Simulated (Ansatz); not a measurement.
# RbBr: relaxation of cell and atoms

The calculation used DFT, PBE, PAW with Ansatz's default frozen-core files, scalar-relativistic in Ansatz 0.2.0.

Command: `ansatz run input.yaml --threads 1 --pin off --max-ram 2048MiB --backend cpu --events-out ev --progress --plain --runs-dir out` The run took 3.5 s on 1 thread of Intel(R) Xeon(R) 6975P-C (Granite Rapids), with other jobs on the host, peak memory 0.38 GiB.

```yaml
crystal:
  lattice:
    - [0.0, 3.4559503595, 3.4559503595]
    - [3.4559503595, 0.0, 3.4559503595]
    - [3.4559503595, 3.4559503595, 0.0]
  atoms:
    - { symbol: Rb, position: [0.0, 0.0, 0.0] }
    - { symbol: Br, position: [0.5, 0.5, 0.5] }
kpoints:
  mp_grid: { grid: [6, 6, 6] }
scf:
  occupations: { method: fermi_dirac, width: 0.02 }
hamiltonian:
  xc: pbe
  pseudopotentials: { kind: paw }
output:
  forces: true
  stress: true
  efg: { contact_densities: true }
relax:
  f_tol: 0.005
  max_steps: 80
  cell: {}
```

The cell is the one relaxed in the Materials Project (mp-22867); entries there can be hypothetical.

The cutoff is 420 eV; energies and pressures of the walk include the program's estimate of the Pulay term.

Each frame lists the cell vectors (Å), then Cartesian positions (Å); symmetry keeps all forces zero. Free energies count from the first step, -6054.0636 eV.

The walk took 4 evaluations in all; steps that aren't listed are left out.

Step 1: E = 0.0 meV, P = 0.61 GPa

```
cell 0.0000 3.4560 3.4560 3.4560 0.0000 3.4560 3.4560 3.4560 0.0000
Rb    0.0000    0.0000    0.0000
Br    3.4560    3.4560    3.4560
```

Step 2:

```
cell 0.0000 3.4783 3.4783 3.4783 0.0000 3.4783 3.4783 3.4783 0.0000
Rb    0.0000    0.0000    0.0000
Br    3.4783    3.4783    3.4783
```

Task: Give the energy, pressure of step 2.

Result: E = -4.6 meV, P = 0.33 GPa
```
Rb    0.0000    0.0000    0.0000
Br    3.4783    3.4783    3.4783
```

Task: How does the relaxation end?

Result: It converges, with a = 7.013 Å, b = 7.013 Å, c = 7.013 Å, α = 90.00°, β = 90.00°, γ = 90.00° (conventional cell, space group Fm-3m). The last solve (on a basis chosen afresh for the final cell, so its energy is not quite comparable) gives E = -7.0 meV, P = 0.03 GPa:
```
cell 0.0000 3.5064 3.5064 3.5064 0.0000 3.5064 3.5064 3.5064 0.0000
Rb    0.0000    0.0000    0.0000
Br    3.5064    3.5064    3.5064
```
